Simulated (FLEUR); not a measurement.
Crystal: Rh.

```xyz
1
Lattice="0.0000 1.8979 1.8979 1.8979 0.0000 1.8979 1.8979 1.8979 0.0000" Properties=species:S:1:pos:R:3 pbc="T T T"
Rh    0.0000    0.0000    0.0000
```

| Property | Result |
| --- | --- |
| Program | FLEUR MaX-R8.1 (later development tree) |
| Task | single point |
| Functional | PBEsol |
| Potentials or basis | all-electron |
| Basis | FLAPW |
| Kmax | 4.26 1/bohr |
| k mesh | 12 × 12 × 12 |
| Occupations | fermi-dirac, width 0.05 eV |
| Spin | no spin polarisation |
| Gmax | 13.2 1/bohr |
| Muffin-tin radii | Rh 2.3 bohr |
| lmax | Rh 9 |
| lnonsphr | Rh 9 |
| Local orbitals a species | Rh 5 |
| Max iterations | 60 |
| Mixing factor | 0.05 |
| Mixer | Anderson |
| Mixer history | 15 |

On this cell: band gap on the k mesh none (metal or under the smearing width).

The same run follows on a disturbed copy (cell strained at random at fixed volume):

```
Rh
1.0
    -0.03933    1.88309    1.96246
     1.90193    0.03281    1.89032
     1.92465    1.83367    0.01009
Rh
1
Cartesian
  -0.0047 -0.0016 0.0159
```

Task: What does the disturbed cell give?

Result: The energy (extrapolated to zero smearing) moves by +43.1 meV/atom; band gap on the k mesh none (metal or under the smearing width).
